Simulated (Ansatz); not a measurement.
Te2Pt (Moncheite), 3 atoms in the cell. Symmetry: P-3m1, No. 164, trigonal system. Conventional cell: a = 4.010 Å, b = 4.010 Å, c = 5.201 Å, α = 90.00°, β = 90.00°, γ = 120.00°. Pt (site symmetry -3m) is surrounded by 6 Te at 2.66 Å. Te (site symmetry 3m) has 3 Pt at 2.66 Å as nearest neighbours. 

* Program: Ansatz 0.2.0
* Task: single point
* Functional: PBE
* Potentials or basis: Ansatz PAW
* Cutoff: 420 eV (not typed: the program's choice for these potentials)
* k mesh: 8 × 8 × 5
* Occupations: gaussian, width 0.021 eV
* Spin: no spin polarisation

Potentials or basis: Ansatz PAW.

Run with:

```bash
$ ansatz run input.yaml --threads 2 --pin off --max-ram 5632MiB --backend cpu --events-out ev --progress --plain --runs-dir out
```

Hardware: 2 threads of Arm Neoverse V2 (shared host).

Problem. How long does it take, and how much memory?

Solution. Run time: 3.1 s on 2 threads of Arm Neoverse V2 (shared host), peak memory 0.39 GiB. Counts: scf iterations 6, plane waves 1409, k points 40, bands 30.
